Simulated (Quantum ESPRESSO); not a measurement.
Here is a Quantum ESPRESSO 7.5 calculation.

pw.in

```
&CONTROL
  calculation = 'scf'
  prefix = 'pwscf'
  outdir = './tmp'
  pseudo_dir = './pseudo'
  tprnfor = .true.
  tstress = .true.
  disk_io = 'nowf'
/
&SYSTEM
  ibrav = 0
  nat = 2
  ntyp = 1
  ecutwfc = 55
  ecutrho = 440
  nbnd = 28
  occupations = 'smearing'
  smearing = 'fd'
  degauss = 0.00367493
/
&ELECTRONS
  conv_thr = 4d-10
  electron_maxstep = 120
  mixing_beta = 0.5
/
ATOMIC_SPECIES
Zn    65.3800 Zn_pbe_v1.uspp.F.UPF
CELL_PARAMETERS angstrom
   2.6700000000    0.0000000000    0.0000000000
  -1.3350000000    2.3122878281    0.0000000000
   0.0000000000    0.0000000000    4.9660000000
ATOMIC_POSITIONS crystal
Zn     0.6654170000    0.3197430000    0.7489310000
Zn     0.3225700000    0.6801310000    0.2510750000
K_POINTS automatic
11 11 6 0 0 0
```

Potentials or basis: SSSP 1.3 efficiency PBE.

Command:

```sh
$ OMP_NUM_THREADS=1 pw.x -in pw.in > pw.out
```

What does it give for the largest force?

0.049 eV/Å.

Predict the band gap on the k mesh.

none (metal or under the smearing width).

Predict the pressure.

-0.7 GPa.

Stress tensor (GPa, compression positive):
```
-0.38 -0.05 -0.01
-0.05 -0.49  0.01
-0.01  0.01 -1.27
```
